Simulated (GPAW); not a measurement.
Crystal: CO2.

```
CELL_PARAMETERS angstrom
-1.97473 1.97473 3.01406
1.97473 -1.97473 3.01406
1.97473 1.97473 -3.01406
ATOMIC_POSITIONS crystal
O 0.87500 0.95980 0.58480
O 0.37500 0.29020 0.41520
O 0.04020 0.62500 0.91520
O 0.70980 0.12500 0.08480
C 0.00000 0.00000 0.00000
C 0.75000 0.25000 0.50000
```

The cell comes from a database or a generator and needn't be the stable form of this composition.

```yaml
Program: GPAW 26.7.0
Task: relaxation of cell and atoms
Functional: r2SCAN
Dispersion: D3(BJ)
Potentials_or_basis: GPAW PAW data sets (gpaw-data 1.2.1)
Cutoff: 800 eV
Basis: pw
k_mesh: 6 × 6 × 6
Occupations: fermi-dirac, width 0.05 eV
Spin: no spin polarisation
```

At the start: pressure -8.5 GPa; volume 7.84 Å³/atom.

Question: How do energy, volume and symmetry change on relaxing?

Answer: Over 13 steps the energy falls by 7.0 meV/atom and the volume is 7.51 Å³/atom (-4.2 %); space group I-42d (No. 122, to 0.05 Å).

The path:
```
step  energy change (eV)  largest force (eV/Å)  pressure (GPa)  volume (Å³)
   1              0.0000                0.2160           -8.50        47.01
   2             -0.0084                0.1026           -7.17        46.87
   3             -0.0218                0.2203           -2.86        46.36
   4             -0.0255                0.2471           -2.01        46.17
   5             -0.0391                0.1925            0.94        45.22
   6             -0.0414                0.0681            0.67        45.03
   7             -0.0418                0.0052            0.07        45.05
   8             -0.0419                0.0008           -0.03        45.06
   9             -0.0419                0.0013           -0.09        45.07
  10             -0.0420                0.0051           -0.18        45.08
  11             -0.0420                0.0081           -0.25        45.09
  12             -0.0420                0.0085           -0.23        45.07
  13             -0.0420                0.0045           -0.11        45.04
```

Final structure:
```
O C
1.0
    -1.94809    1.94809    2.96703
     1.94809   -1.94809    2.96703
     1.94809    1.94809   -2.96703
O C
4 2
Direct
  0.87498 0.95576 0.58076
  0.37500 0.29422 0.41924
  0.04424 0.62500 0.91922
  0.70578 0.12502 0.08078
  0.00000 0.00000 0.00000
  0.75000 0.25000 0.50000
```

Caveat: the k mesh is coarse; later steps reuse the first step's grids; the PAW data sets were made with another functional, which shifts forces and pressure a little.
